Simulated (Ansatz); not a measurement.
Input of an Ansatz 0.2.0 run:

The input input.yaml:

```yaml
crystal:
  lattice:
    - [0.0, 2.269, 2.269]
    - [2.269, 0.0, 2.269]
    - [2.269, 2.269, 0.0]
  atoms:
    - { symbol: P, position: [0.75, 0.75, 0.75] }
    - { symbol: B, position: [0.0, 0.0, 0.0] }
hamiltonian:
  xc: revpbe
  pseudopotentials: { kind: paw }
  dispersion: d3bj
kpoints:
  mp_grid: { grid: [10, 10, 10] }
scf:
  occupations: { method: fermi_dirac, width: 0.05 }
output:
  forces: true
  stress: true
relax:
  f_tol: 0.01
  max_steps: 40
  cell: { stress_tol: 0.05 }
```

Potentials or basis: Ansatz PAW.

Launch:

```console
$ ansatz run input.yaml --threads 2 --pin off --max-ram 5632MiB --backend cpu --events-out ev --progress --plain --runs-dir out
```

**Question.** Estimate the relaxed cell.

**Answer.** a = 3.171 Å, b = 3.171 Å, c = 3.171 Å, α = 60.00°, β = 60.00°, γ = 60.00°.

**Question.** What does it give for the band gap on the k mesh?

**Answer.** 1.21 eV.

**Question.** Predict the space group after relaxing (to 0.05 Å).

**Answer.** F-43m (No. 216).

Final structure:
```
P B
1.0
     0.00000    2.24242    2.24242
     2.24242    0.00000    2.24242
     2.24242    2.24242    0.00000
P B
1 1
Direct
  0.75000 0.75000 0.75000
  0.00000 0.00000 0.00000
```

Caveat: the plane-wave basis is chosen anew once the cell has moved, so the energies of steps on either side of that aren't comparable. Expect the measured gap to be larger: semilocal functionals such as revPBE lack the derivative discontinuity.
